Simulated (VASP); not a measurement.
# CaSe in VASP: one cell, several levels of theory

Aim: gap, levels, forces and stress of zincblende CaSe, under +4.0 % equal strain in all directions at fixed geometry. Runs: PBE, r2SCAN. The results are then set beside those of Ansatz 0.2.0 for the same cell. This is a trial cell built on a prototype, not taken from a measured structure, and it needn't be the compound's ground state.

Program: VASP 6.6.1. PAW datasets, plane waves. Simulation only: spin-unpolarised, and no claim that this is the phase found in nature.

## 1. The cell

The cell comes from an earlier relaxation with r2SCAN in another program.

It is cubic, F-43m (No. 216); a = 6.821 Å in the conventional setting, 39.68 Å³ an atom. Around Ca lie 4 Se at 2.95 Å; around Se lie 4 Ca at 2.95 Å.

As a file:

Space group F-43m (No. 216). a = 6.821 Å, b = 6.821 Å, c = 6.821 Å, α = 90.00°, β = 90.00°, γ = 90.00°
```
atom  site  symmetry       x       y       z
  Ca    4a      -43m  0.0000  0.0000  0.0000
  Se    4d      -43m  0.2500  0.2500  0.7500
```

## 2. Single point with PBE

Contents of INCAR:

```
ENCUT = 520.000000
SIGMA = 0.020000
EDIFF = 1.00e-07
GGA = PE
PREC = Accurate
IBRION = -1
ISIF = 2
ISMEAR = -1
NBANDS = 15
NELM = 120
NSW = 0
LASPH = .TRUE.
LCHARG = .FALSE.
LWAVE = .FALSE.
LREAL = .FALSE.
```

Contents of KPOINTS:

```
KPOINTS created by Atomic Simulation Environment
0
Gamma
6 6 6
0 0 0
```

Contents of KPOINTS_OPT:

```
special points
7
Reciprocal
0.0000000000 0.0000000000 0.0000000000 1
-0.5000000000 -0.5000000000 0.0000000000 1
-0.3750000000 -0.3750000000 0.2500000000 1
-0.3750000000 0.0000000000 0.3750000000 1
0.0000000000 0.0000000000 0.5000000000 1
-0.5000000000 -0.2500000000 0.2500000000 1
-0.2625000000 0.0000000000 0.2625000000 1
```

Contents of POSCAR:

```
Ca Se
 1.0000000000000000
     0.0000000000000000    3.4107438220000001    3.4107438220000001
     3.4107438220000001    0.0000000000000000    3.4107438220000001
     3.4107438220000001    3.4107438220000001    0.0000000000000000
 Ca  Se
   1   1
Cartesian
  0.0000000000000000  0.0000000000000000  0.0000000000000000
  1.7053719110000001  1.7053719110000001  1.7053719110000001
```

The run uses the recommended PBE PAW datasets (16 valence electrons a neutral cell).

Command:

```bash
mpirun -np 1 vasp_std
```

## 3. Single point with r2SCAN

Contents of INCAR:

```
ENCUT = 520.000000
SIGMA = 0.010000
EDIFF = 1.00e-07
ALGO = Normal
METAGGA = R2SCAN
PREC = Accurate
IBRION = -1
ISIF = 2
ISMEAR = 0
NBANDS = 15
NELM = 120
NSW = 0
LASPH = .TRUE.
LCHARG = .FALSE.
LWAVE = .FALSE.
LREAL = .FALSE.
```

KPOINTS is that of step 2.

KPOINTS_OPT is that of step 2.

POSCAR is that of step 2.

What does the calculation give? Wanted: for each run, gap; pressure; Ansatz: gap; Ansatz: pressure.

The runs gave:

| level | gap (eV) | pressure (GPa) | Ansatz: gap (eV) | Ansatz: pressure (GPa) |
| --- | --- | --- | --- | --- |
| PBE | 2.85 | -2.69 | 2.85 | -2.76 |
| r2SCAN | 3.31 | -3.16 | 3.32 | -3.28 |

The gap runs from 2.85 eV (PBE) to 3.31 eV (r2SCAN). The two programs agree on the gap within 0.02 eV, far less than the spread between functionals. The two codes have different PAW datasets and cutoffs. VASP's cell holds 16 valence electrons and Ansatz's 26.
